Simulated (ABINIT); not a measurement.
Here is an ABINIT 10.8.3 (patched build) calculation.

File run.abi:

```
pp_dirpath "./"
pseudos "Hf.upf, C.upf"

acell 3*1.0
rprim
     0.0000000000     4.3936132398     4.3936132398
     4.3936132398     0.0000000000     4.3936132398
     4.3936132398     4.3936132398     0.0000000000
ntypat 2
znucl 72 6
natom 2
typat 1 2
xred
     0.5000000000     0.5000000000     0.5000000000
     0.0000000000     0.0000000000     0.0000000000

ecut 843.552974 eV

kptopt 1
ngkpt 8 8 8
nshiftk 1
shiftk 0.0 0.0 0.0

ixc 7

nband 12
occopt 3
tsmear 0.00183747

nstep 100
tolvrs 1.0e-10

iomode 3
prtwf 0
prtden 0
prteig 0
prtebands 0
enunit 2
```

Potentials or basis: PseudoDojo NC SR LDA v0.4.1 standard.

Run with:

```sh
$ abinit run.abi > log 2>&1
```

Problem. What does it give for the band gap on the k mesh?

Solution. None (metal or under the smearing width).

 The run has no spin-orbit coupling, so splittings on Hf are missing.
